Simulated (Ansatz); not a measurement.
An Ansatz (a program for electronic structure) run: RuO2 with a change (pressure 7 GPa); PBEsol (Ansatz; PAW; 420 eV plane waves; no spin-orbit coupling), earlier PAW set.

Input:

Ansatz 0.2 input:
```yaml
crystal:
  lattice:
    - [4.4478757147, 0, 0]
    - [0, 4.4478757147, 0]
    - [0, 0, 3.0870118907]
  atoms:
    - { symbol: Ru, position: [0, 0, 0] }
    - { symbol: Ru, position: [0.5, 0.5, 0.5] }
    - { symbol: O, position: [0.3061745628, 0.3061745628, 0] }
    - { symbol: O, position: [0.8061745628, 0.1938254372, 0.5] }
    - { symbol: O, position: [0.1938254372, 0.8061745628, 0.5] }
    - { symbol: O, position: [0.6938254372, 0.6938254372, 0] }
basis: { ecutwfc: 420, ecutrho_ratio: 4, xc_grid: 2, fft_grid_basis: typed }
kpoints: { mp_grid: { grid: [11, 11, 15] } }
hamiltonian:
  xc: pbesol
  dispersion: none
  pseudopotentials: { azcp: { folder: ./paw }, kind: paw }
scf: { occupations: { method: fermi_dirac, width: 0.05 } }
relax: { f_tol: 0.01, max_steps: 60, cell: { stress_tol: 0.02, p_target: 7.0 } }
output: { forces: true, stress: true }
checkpoint: { write: state.ck, write_every: 1000 }
```

Output (explanatory and most iteration lines left out):

```
Relaxation: its limit of steps is 60 (relax.max_steps)
Pseudopotential: Ru, paw, valence charge 16
Pseudopotential: O, paw, valence charge 6
Crystal: 6 atoms, lattice volume = 61.072 Å³
Basis set: ecut = 420 eV, 1203 PW (Γ), exchange–correlation on 60×60×48 points (8 copies of the dense FFT grid, shifted against one another)
Bands: 34, of which v1, the nominal top of the filled ones, is band 28 counted from 1 (27 counted from 0)
Symmetry: 16 space group operations
Space group: P42/mnm (ITA 136), of the structure as read, at distance tolerance 3.9e-5 Å
k-points: 168 of 1815
Functional: x = pbesol(κ = 0.804, μ = 0.12345679012345678), c = pbesol(β = 0.046)
SCF iter   1: F=—  HF=-13873.348840 eV  |F-HF|=—  |Δ(HF+E_count)|=         —  Δρ=9.94e-2  dr2=3.32e0  ethr=3.10e-3  ⟨swp⟩=5.8  Hψ=21404  notcnv=0  defer=6
SCF iter   2: F=—  HF=-13873.029386 eV  |F-HF|=—  |Δ(HF+E_count)|=   3.19e-1  Δρ=5.24e-2  dr2=9.96e-1  ethr=3.10e-3  ⟨swp⟩=2.0  Hψ=7930  notcnv=0  defer=22
SCF 1 converged in 8 iterations: F = -13872.893354 eV  dr2 = 4.69e-8
relax step   1: F+E_penalty+E_count = -13872.89335387 eV  Δ(F+E_penalty+E_count) = +0.000e0 eV  max|allowed force component| = 1.504e-4 eV/Å  Δτ_max = 0.0000 Å  P = +3.002 GPa  Ω = 61.072 Å³  (8 SCF iters, dr2 threshold 1.00e-7 eV, accepted)
[... steps on the carried basis left out ...]
relax step   8: F+E_penalty+E_count = -13872.86836465 eV  Δ(F+E_penalty+E_count) = +8.656e-5 eV  max|allowed force component| = 2.674e-5 eV/Å  Δτ_max = 0.0000 Å  P = +6.999 GPa  Ω = 60.267 Å³  stress off target by 2.45e-3 GPa  SCF on the basis re-selected at this cell (its energy is not comparable with the rows above)  (5 SCF iters)
SCF converged after 5 iterations
Free energy (F): -13872.868365 eV
Internal energy: -13872.840982 eV  (E = F + TS)
E sigma→0 (E₀):  -13872.854673 eV
Entropy (-TS):   -0.027383 eV (-4.564 meV/atom)
Fermi energy:    13.641812 eV
--- Forces (eV/Å), atoms counted from 1 ---
  atom   1  Ru     0.00000000     0.00000000     0.00000000
  atom   2  Ru     0.00000000     0.00000000     0.00000000
  atom   3  O      0.00002674     0.00002674     0.00000000
  atom   4  O      0.00002674    -0.00002674     0.00000000
  atom   5  O     -0.00002674     0.00002674     0.00000000
  atom   6  O     -0.00002674    -0.00002674     0.00000000
--- Stress (GPa, compression-positive) ---
        6.997547      -0.000000       0.000000
       -0.000000       6.997547       0.000000
        0.000000       0.000000       7.000567
  P = ⅓ Tr σ = 6.9986 GPa (69.986 kbar)
--- Relaxed structure (6 steps of the walk, 6 accepted, 2 SCFs on fresh bases) ---
  cell:  # Å, volume = 60.2669 Å³
    - [4.423351168622362, -6.903913429961801e-36, 0.0]
    - [-6.903913429961801e-36, 4.423351168622362, 0.0]
    - [0.0, 0.0, 3.0801818859151666]
  atoms:
    - { symbol: Ru, position: [-8.886984875625464e-21, 3.044530870482318e-36, 0.0] }
    - { symbol: Ru, position: [0.5, 0.5, 0.5] }
    - { symbol: O, position: [0.3062890688892724, 0.3062890688892724, 0.0] }
    - { symbol: O, position: [0.8062890688892724, 0.19371093111072768, 0.5] }
    - { symbol: O, position: [0.19371093111072768, 0.8062890688892724, 0.5] }
    - { symbol: O, position: [0.6937109311107278, 0.6937109311107278, 0.0] }
```

Load acts through the strain it causes; cell and atoms are relaxed under it. No phonon test of stability was made. Competing high-pressure phases were not computed. No Hubbard U is applied, and correlation can decide whether such a compound is a metal. The final runs are not spin-polarised. The cell was made from RuO₂ in the rutile structure (space group P4_2/mnm, No. 136) by this change: pressure 7 GPa.
